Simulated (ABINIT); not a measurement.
# PbS (Galena) (Fm-3m) in ABINIT: settings compared, part 3 of 3

ABINIT 10.8.3 (patched build). The steps go on from the part before.

## Step 6: Equation of state, LDA

Input file run.abi:

```
# Datasets: one volume each
ndtset 7
getwfk -1
scalecart1 3*0.9795861087
scalecart2 3*0.9864848297
scalecart3 3*0.9932883884
scalecart4 3*1.0000000000
scalecart5 3*1.0066227096
scalecart6 3*1.0131594038
scalecart7 3*1.0196128224

# Pseudopotentials
pp_dirpath "./"
pseudos "Pb.LDA_PW-JTH.xml, S.LDA_PW-JTH.xml"

# Structure
acell 4.1942038726 4.1942038726 4.1942038726 Angstrom
rprim
     0.0000000000     0.7071067812     0.7071067812
     0.7071067812     0.0000000000     0.7071067812
     0.7071067812     0.7071067812     0.0000000000
ntypat 2
znucl 82 16
natom 2
typat 1 2
xred
     0.0000000000     0.0000000000     0.0000000000
     0.5000000000     0.5000000000     0.5000000000

# Plane-wave basis
ecut 20.0
pawecutdg 40.0

# k points
kptopt 1
ngkpt 8 8 8
nshiftk 1
shiftk 0.0 0.0 0.0

# Exchange and correlation
ixc 7

# Bands and occupations
nband 14
occopt 3
tsmear 0.05 eV

# SCF cycle
nstep 100
tolvrs 1.0e-9

# Output
iomode 3
prtwf 1
prtden 0
prteig 0
prtebands 0
enunit 1
```

Potentials or basis: JTH PAW LDA v2.0.

The run is started by

```console
abinit run.abi > log 2>&1
```

run.abo:

```text
.Version 10.8.3 of ABINIT
 DATASET    1 : space group Fm -3 m (#225); Bravais cF (face-center cubic)
================================================================================
 Values of the parameters that define the memory need for DATASET  1.
     intxc =       0    ionmov =       0      iscf =      17    lmnmax =      18
     lnmax =       6     mgfft =      32  mpssoang =       3    mqgrid =    3001
     natom =       2  nloc_mem =       2    nspden =       1   nspinor =       1
    nsppol =       1      nsym =      48    n1xccc =       1    ntypat =       2
    occopt =       3   xclevel =       1
       mpw =        1424          nfft =       32768          nkpt =          29
 PAW method is used; the additional fine FFT grid is defined by:
   mgfftf=        48    nfftf =    110592
================================================================================
================================================================================
[... 71 lines left out ...]
 DATASET    7 : space group Fm -3 m (#225); Bravais cF (face-center cubic)
================================================================================
 Values of the parameters that define the memory need for DATASET  7.
     intxc =       0    ionmov =       0      iscf =      17    lmnmax =      18
     lnmax =       6     mgfft =      36  mpssoang =       3    mqgrid =    3001
     natom =       2  nloc_mem =       2    nspden =       1   nspinor =       1
    nsppol =       1      nsym =      48    n1xccc =       1    ntypat =       2
    occopt =       3   xclevel =       1
       mpw =        1612          nfft =       46656          nkpt =          29
 PAW method is used; the additional fine FFT grid is defined by:
   mgfftf=        48    nfftf =    110592
================================================================================
================================================================================

--------------------------------------------------------------------------------
------------- Echo of variables that govern the present computation ------------
--------------------------------------------------------------------------------
 -outvars: echo values of preprocessed input variables --------
            acell      7.9258966354E+00  7.9258966354E+00  7.9258966354E+00 Bohr
              amu      2.07200000E+02  3.20660000E+01
             ecut      2.00000000E+01 Hartree
           enunit           1
           getwfk          -1
              ixc           7
           jdtset        1    2    3    4    5    6    7
[... 147 lines left out ...]
 Shapefunction is SIN type: shapef(r)=[sin(pi*r/rshp)/(pi*r/rshp)]**2
 Radius for shape functions =  1.40128485
 Compensation charge density is not taken into account in XC energy/potential

   4.97026020E+02                                ecore*ucvol(ha*bohr**3)
--------------------------------------------------------------------------------

[... 1252 lines left out ...]
-Cartesian components of stress tensor (GPa)         [Pressure= -5.5721E+00 GPa]
- sigma(1 1)=  5.57211409E+00  sigma(3 2)=  0.00000000E+00
- sigma(2 2)=  5.57211409E+00  sigma(3 1)=  0.00000000E+00
- sigma(3 3)=  5.57211409E+00  sigma(2 1)=  0.00000000E+00

== END DATASET(S) ==============================================================
================================================================================

 -outvars: echo values of variables after computation  --------
            acell      7.9258966354E+00  7.9258966354E+00  7.9258966354E+00 Bohr
           etotal1    -7.1804827190E+01
           etotal2    -7.1804942260E+01
           etotal3    -7.1804752906E+01
           etotal4    -7.1804277362E+01
           etotal5    -7.1803542463E+01
           etotal6    -7.1802587773E+01
           etotal7    -7.1801420427E+01
            fcart1    -0.0000000000E+00 -0.0000000000E+00 -0.0000000000E+00
                      -0.0000000000E+00 -0.0000000000E+00 -0.0000000000E+00
            fcart2    -0.0000000000E+00 -0.0000000000E+00 -0.0000000000E+00
                      -0.0000000000E+00 -0.0000000000E+00 -0.0000000000E+00
            fcart3    -0.0000000000E+00 -0.0000000000E+00 -0.0000000000E+00
                      -0.0000000000E+00 -0.0000000000E+00 -0.0000000000E+00
            fcart4    -0.0000000000E+00 -0.0000000000E+00 -0.0000000000E+00
                      -0.0000000000E+00 -0.0000000000E+00 -0.0000000000E+00
            fcart5    -0.0000000000E+00 -0.0000000000E+00 -0.0000000000E+00
                      -0.0000000000E+00 -0.0000000000E+00 -0.0000000000E+00
[... 38 lines left out ...]
                       0.0000000000E+00  0.0000000000E+00  0.0000000000E+00
           xangst1     0.0000000000E+00  0.0000000000E+00  0.0000000000E+00
                       2.9052075019E+00  2.9052075019E+00  2.9052075019E+00
           xangst2     0.0000000000E+00  0.0000000000E+00  0.0000000000E+00
                       2.9256673837E+00  2.9256673837E+00  2.9256673837E+00
           xangst3     0.0000000000E+00  0.0000000000E+00  0.0000000000E+00
                       2.9458450379E+00  2.9458450379E+00  2.9458450379E+00
           xangst4     0.0000000000E+00  0.0000000000E+00  0.0000000000E+00
                       2.9657500001E+00  2.9657500001E+00  2.9657500001E+00
           xangst5     0.0000000000E+00  0.0000000000E+00  0.0000000000E+00
                       2.9853913010E+00  2.9853913010E+00  2.9853913010E+00
           xangst6     0.0000000000E+00  0.0000000000E+00  0.0000000000E+00
                       3.0047775019E+00  3.0047775019E+00  3.0047775019E+00
           xangst7     0.0000000000E+00  0.0000000000E+00  0.0000000000E+00
                       3.0239167281E+00  3.0239167281E+00  3.0239167281E+00
             xred      0.0000000000E+00  0.0000000000E+00  0.0000000000E+00
                       5.0000000000E-01  5.0000000000E-01  5.0000000000E-01
 Calculation completed.
```

Run time: 2.2 min. Hardware: 1 thread of Arm Neoverse V1, shared host; peak memory 0.14 GiB.

What came out:

| Item | Value |
| --- | --- |
| Equilibrium volume | 24.97 Å³/atom |
| Bulk modulus | 63 GPa |
| Pressure derivative of the bulk modulus | 4.0 |

Energy against volume, from the lowest point:
| volume (Å³/atom) | energy (meV/atom) |
| --- | --- |
| 24.521 | 1.57 |
| 25.042 | 0.00 |
| 25.564 | 2.58 |
| 26.086 | 9.05 |
| 26.607 | 19.05 |
| 27.129 | 32.03 |
| 27.651 | 47.92 |

Caveat: the cutoff is too short for stress, so the log's stress isn't used; pressures at fixed basis lie under the slope of the energies.

## Step 7: Band structure, LDA-VWN

Input file run.abi:

```
ndtset 2

pp_dirpath "./"
pseudos "Pb.LDA_PW-JTH.xml, S.LDA_PW-JTH.xml"

acell 3*1.0
rprim
     0.0000000000     5.6044552541     5.6044552541
     5.6044552541     0.0000000000     5.6044552541
     5.6044552541     5.6044552541     0.0000000000
ntypat 2
znucl 82 16
natom 2
typat 1 2
xred
     0.0000000000     0.0000000000     0.0000000000
     0.5000000000     0.5000000000     0.5000000000

ecut 544.227725 eV
pawecutdg 40.0

ixc -1007

occopt 3
tsmear 0.05 eV

nstep 100

iomode 3
prtwf 0
prteig 0
prtebands 0
enunit 2
prtden1 1

kptopt1 1
ngkpt1 8 8 8
nshiftk1 1
shiftk1 0.0 0.0 0.0
nband1 14
tolvrs1 1.0e-9

iscf2 -2
getden2 1
nband2 18
nbdbuf2 2
tolwfr2 1.0e-12
kptopt2 -9
ndivsm2 6
prteig2 1
kptbounds2
     0.0000000000     0.0000000000     0.0000000000
     0.5000000000     0.0000000000     0.5000000000
     0.5000000000     0.2500000000     0.7500000000
     0.3750000000     0.3750000000     0.7500000000
     0.0000000000     0.0000000000     0.0000000000
     0.5000000000     0.5000000000     0.5000000000
     0.6250000000     0.2500000000     0.6250000000
     0.5000000000     0.2500000000     0.7500000000
     0.5000000000     0.5000000000     0.5000000000
     0.3750000000     0.3750000000     0.7500000000
```

The run is started by

```console
abinit run.abi > log 2>&1
```

Run time: 89 s. Hardware: 1 thread of Arm Neoverse V1, shared host; peak memory 0.13 GiB.

Results (log left out):

* Free energy: -1954.0300 eV
* Band gap on the k mesh: 0.23 eV, direct
* Valence electrons inside the program's atomic spheres: Pb 11.32; S 3.48

Levels at the corners of the path, in eV from the valence-band top:
| point | band 8 | band 9 | band 10 | band 11 | band 12 | band 13 |
| --- | --- | --- | --- | --- | --- | --- |
| Γ | -2.13 | -2.13 | -2.13 | 5.08 | 5.08 | 5.08 |
| X | -5.22 | -3.43 | -3.43 | 3.79 | 5.49 | 5.58 |
| W | -4.44 | -4.44 | -0.98 | 2.07 | 4.59 | 4.59 |
| K | -4.79 | -2.92 | -2.50 | 3.25 | 4.05 | 4.97 |
| Γ | -2.13 | -2.13 | -2.13 | 5.08 | 5.08 | 5.08 |
| L | -1.71 | -1.71 | 0.00 | 0.23 | 1.85 | 1.85 |
| U | -4.79 | -2.92 | -2.50 | 3.25 | 4.05 | 4.97 |
| W | -4.44 | -4.44 | -0.98 | 2.07 | 4.59 | 4.59 |
| L | -1.71 | -1.71 | 0.00 | 0.23 | 1.85 | 1.85 |
| K | -4.79 | -2.92 | -2.50 | 3.25 | 4.05 | 4.97 |

Caveat: the cutoff is too short for stress, so the log's stress isn't used; spin-orbit coupling is left out, which as a rule narrows the gap of such compounds by several tenths of an eV.

## Step 8: Summary

```csv
task,level,potentials or basis,cutoff (eV),fine-grid cutoff,gap on the mesh (eV),V0 of scaled cells (Å³/atom),B0 (GPa)
equation of state,LDA-PZ,JTH PAW LDA v2.0 sp,544,1088.46 eV,-,25.05,66
band structure,PBEsol,PseudoDojo NC SR PBEsol v0.4.1 standard,762,-,0.26,-,-
band structure,OLYP,JTH PAW PBE v2.0,544,1088.46 eV,0.68,-,-
band structure,LDA,JTH PAW LDA v2.0,544,1088.46 eV,0.23,-,-
equation of state,LDA,JTH PAW LDA v2.0,544,1088.46 eV,-,24.97,63
band structure,LDA-VWN,JTH PAW LDA v2.0,544,1088.46 eV,0.23,-,-
```

Alike in all rows: no spin polarisation; cell as given; k mesh 8 × 8 × 8; smearing fermi-dirac 0.05 eV.

Caveats: spin-orbit coupling is left out, which as a rule narrows the gap of such compounds by several tenths of an eV (some runs); pressures at fixed basis lie under the slope of the energies (some runs); this set keeps more shells in the core, which shifts pressures and gaps (some runs); the PAW data sets were made with another functional, which shifts forces and pressure a little (some runs).

Total energies depend on the potentials used, so only differences within one code and one set of settings carry meaning.
